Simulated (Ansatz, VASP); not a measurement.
AlCu: VASP beside Ansatz

INCAR

```
SYSTEM = AlCu
ALGO = Fast
EDIFF = 1E-6
ENCUT = 520
GGA = CA
ISIF = 2
ISMEAR = 0
LASPH = .TRUE.
LCHARG = .TRUE.
LELF = .TRUE.
LREAL = .FALSE.
LVHAR = .TRUE.
LWAVE = .FALSE.
NBANDS = 14
NELM = 100
PREC = Accurate
SIGMA = 0.15
```

Contents of KPOINTS:

```
k-points
0
G
  16 16 16
  0 0 0
```

File POSCAR:

```
AlCu
1.0
    2.9975090000      0.0074937725      0.0000000000
    0.0074937725      2.9975090000      0.0000000000
    0.0000000000      0.0000000000      2.9975090000
Al Cu
1 1
Direct
    0.0000000000      0.0000000000      0.0000000000
    0.5000000000      0.5000000000      0.5000000000
```

Input for Ansatz:

```yaml
crystal:
  lattice:
    - [2.997509, 0.0074937725, 0.0]
    - [0.0074937725, 2.997509, 0.0]
    - [0.0, 0.0, 2.997509]
  atoms:
    - { symbol: Al, position: [0.0, 0.0, 0.0] }
    - { symbol: Cu, position: [0.5, 0.5, 0.5] }
basis:
  ecutwfc: 420
kpoints:
  mp_grid: { grid: [16, 16, 16] }
hamiltonian:
  xc: lda
scf:
  occupations: { method: gaussian, width: 0.15 }
output:
  forces: true
  stress: true
  eigenvalues: true
```

Change from the starting cell: strain +0.0050 x Voigt [0, 0, 0, 0, 0, 1], atoms carried along.

Alike in both runs: task single point; functional LDA; k mesh 16 × 16 × 16; occupations gaussian, width 0.15 eV; no spin polarisation.

|  | VASP | Ansatz |
| --- | --- | --- |
| version | VASP 6.6.1 | Ansatz 0.2.0 |
| potentials or method | VASP PAW LDA potentials, release 64 (Al, Cu) | scalar-relativistic, plane waves, PAW |
| plane-wave cutoff (eV) | 520 | 420 |
| valence electrons in the cell | 14 | 22 |

```csv
,VASP,Ansatz,Ansatz less VASP
gap on the k mesh at the Fermi level (eV),none,none,-
pressure (GPa),-8.7,-8.7,+0.02
largest component of the traceless stress (GPa),0.09,0.09,+0.001
```

A gap of «none» marks a metal or a gap that the smearing closes. The two sets of potentials don't hold the same shells in valence.
